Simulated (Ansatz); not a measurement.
Reaction (ligand exchange at the Si–N bond): `NC(=O)N[SiH3]` + `[OH][Sc]([Cl])[Cl]` → `[SiH3][O][Sc]([Cl])[Cl]` + `NC(N)=O`

Program: Ansatz. Geometries: PBE0-D4/def2-TZVP. ΔE: electronic, gas phase. CCSD(T)/CBS adds triple-zeta CCSD(T) − MP2 to the extrapolated MP2 energy (def2 sets, frozen cores). Functionals use def2-TZVPP. For Sc outer-core shells are correlated without core-valence functions, which leaves a few kJ/mol of doubt a bond. Scalar relativity is left out up to krypton. One conformer a species, not always the lowest.

```tsv
species	PBE0 energy (Eh)
`NC(=O)N[SiH3]`	-515.71704
`[OH][Sc]([Cl])[Cl]`	-1756.66330
`[SiH3][O][Sc]([Cl])[Cl]`	-2047.27930
`NC(N)=O`	-225.12142
```

(1) Work out ΔE.

Largest T1 diagnostic among the species: 0.015.

Answers

(1) ΔE = (-2047.27930) + (-225.12142) − (-515.71704) − (-1756.66330) = -0.02038 Eh = -12.8 kcal/mol. CCSD(T)/CBS gives -13.4 kcal/mol.

In def2-TZVPP, CCSD(T) changes the Hartree–Fock value by +3.3 kcal/mol (the triples alone add +0.5 kcal/mol) and MP2 by +3.5 kcal/mol. The D4 term adds +0.8 kcal/mol with B3LYP and +0.4 kcal/mol with PBE0; it sums over pairs of atoms, weighted by their polarisabilities, and B3LYP, whose exchange is more repulsive, gets the larger term.

B3LYP here is the variant with VWN-RPA as its local correlation; programs differ in this.
